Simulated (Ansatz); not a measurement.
Geometry optimisation, Ansatz, DFT r2SCAN, scalar-relativistic, plane waves, PAW.

input.yaml

```yaml
crystal:
  lattice:
    - [-4.1487, -4.1487, 0.0]
    - [4.1487, -4.1487, 0.0]
    - [0.0, 0.0, 5.3146]
  atoms:
    - { symbol: Si, position: [0.5, 0.5, 0.0] }
    - { symbol: Si, position: [0.0, 0.5, 0.25] }
    - { symbol: O, position: [0.1905, 0.5, 0.0] }
    - { symbol: O, position: [0.8095, 0.5, 0.0] }
    - { symbol: "N", position: [0.0, 1.1905, 0.25], spin: 1.0 }
    - { symbol: Si, position: [0.5, 0.5, 0.5] }
    - { symbol: Si, position: [0.0, 0.5, 0.75] }
    - { symbol: O, position: [0.1905, 0.5, 0.5] }
    - { symbol: O, position: [0.0, 0.1905, 0.75] }
    - { symbol: O, position: [0.8095, 0.5, 0.5] }
    - { symbol: O, position: [0.0, 0.8095, 0.75] }
    - { symbol: Si, position: [0.0, 0.0, 0.0] }
    - { symbol: Si, position: [0.5, 0.0, 0.25] }
    - { symbol: O, position: [0.6905, 0.0, 0.0] }
    - { symbol: O, position: [0.5, 0.6905, 0.25] }
    - { symbol: O, position: [0.3095, 0.0, 0.0] }
    - { symbol: O, position: [0.5, 0.3095, 0.25] }
    - { symbol: Si, position: [0.0, 0.0, 0.5] }
    - { symbol: Si, position: [0.5, 0.0, 0.75] }
    - { symbol: O, position: [0.6905, 0.0, 0.5] }
    - { symbol: O, position: [0.5, 0.6905, 0.75] }
    - { symbol: O, position: [0.3095, 0.0, 0.5] }
    - { symbol: O, position: [0.5, 0.3095, 0.75] }
magnetization:
  spin_polarized: true
basis:
  ecutwfc: 500.0
kpoints:
  mp_grid: { grid: [2, 2, 2] }
hamiltonian:
  xc: r2scan
  pseudopotentials: { kind: paw, azcp: { folder: soft_1 } }
scf:
  occupations: { method: gaussian, width: 0.02 }
  lower_state_search: "off"
relax:
  f_tol: 0.03
  max_steps: 60
  adjacent_minimum: "off"
```

Run as:

```bash
$ ansatz run input.yaml --threads 4 --pin off --max-ram 10240MiB --backend cpu --events-out ev --progress --plain --runs-dir out
```

Q: Where does it end, and by what steps?

A: It converged. Limits of this set-up: coarse k mesh, a small cell, in which the defect meets its images. After 5 steps the energy has fallen by 1.117 eV; Si2 moved furthest, 0.19 Å.

| step | energy less start (eV) | largest force component (eV/Å) | accepted |
| --- | --- | --- | --- |
| 0 | 0.0000 | 3.054 | yes |
| 1 | -0.7565 | 2.125 | yes |
| 2 | -1.0896 | 0.510 | yes |
| 3 | -1.1165 | 0.136 | yes |
| 4 | -1.1172 | 0.033 | yes |
| 5 | -1.1173 | 0.005 | yes |

```xyz
23
Lattice="-4.1487 -4.1487 0.0000 4.1487 -4.1487 0.0000 0.0000 0.0000 5.3146" Properties=species:S:1:pos:R:3
Si -0.004 -4.144 0.004
Si 1.943 -1.943 1.329
O 1.318 -2.925 0.012
O -1.224 -5.467 0.012
N 4.906 -4.906 1.329
Si -0.004 -4.144 2.653
Si 2.129 -2.129 3.986
O 1.318 -2.925 2.646
O 0.852 -0.852 3.986
O -1.224 -5.467 2.646
O 3.373 -3.373 3.986
Si 0.052 -0.052 -0.019
Si -2.090 -2.058 1.329
O -2.916 -2.845 -0.004
O 0.797 -4.946 1.329
O -1.304 -1.233 -0.004
O -0.818 -3.330 1.329
Si 0.052 -0.052 2.676
Si -2.110 -2.039 3.986
O -2.916 -2.845 2.661
O 0.786 -4.935 3.986
O -1.304 -1.233 2.661
O -0.823 -3.326 3.986
```

The run took 110 s on 4 threads of Arm Neoverse V1 (shared host), peak memory 1.1 GiB.
